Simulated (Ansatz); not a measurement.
Crystal: CdSe.

```
CELL_PARAMETERS angstrom
0.00000 3.07027 3.07027
3.07027 0.00000 3.07027
3.07027 3.07027 0.00000
ATOMIC_POSITIONS crystal
Cd 0.00000 0.00000 0.00000
Se 0.25000 0.25000 0.25000
```

Measurements of this composition are mostly on another form, of space group No. 186.

Program: Ansatz 0.2.0. Alike in all runs: cell as given. Hardware: 1 thread of Arm Neoverse V1, on a shared host.

Problem. Order these runs on this cell by their wall time, lowest first.
A. task band structure; level LDA; potentials or basis all-electron LAPW, relativistic spinors; spin SOC, no magnetisation; k mesh 6 × 6 × 6; cutoff (eV) 266; smearing fermi-dirac 0.05 eV; basis error allowed 0.001 eV/atom
B. task single point; level PBE; potentials or basis all-electron LAPW, scalar-relativistic; spin off; k mesh 8 × 8 × 8; cutoff (eV) 266; smearing gaussian 0.014 eV; basis error allowed 0.001 eV/atom
C. task single point; level PBE; potentials or basis all-electron LAPW, scalar-relativistic; spin off; k mesh 5 × 5 × 5; cutoff (eV) 245; smearing fermi-dirac 0.06 eV; basis error allowed 0.002 eV/atom

Solution. C (5.7 s), B (16 s), A (95 s).
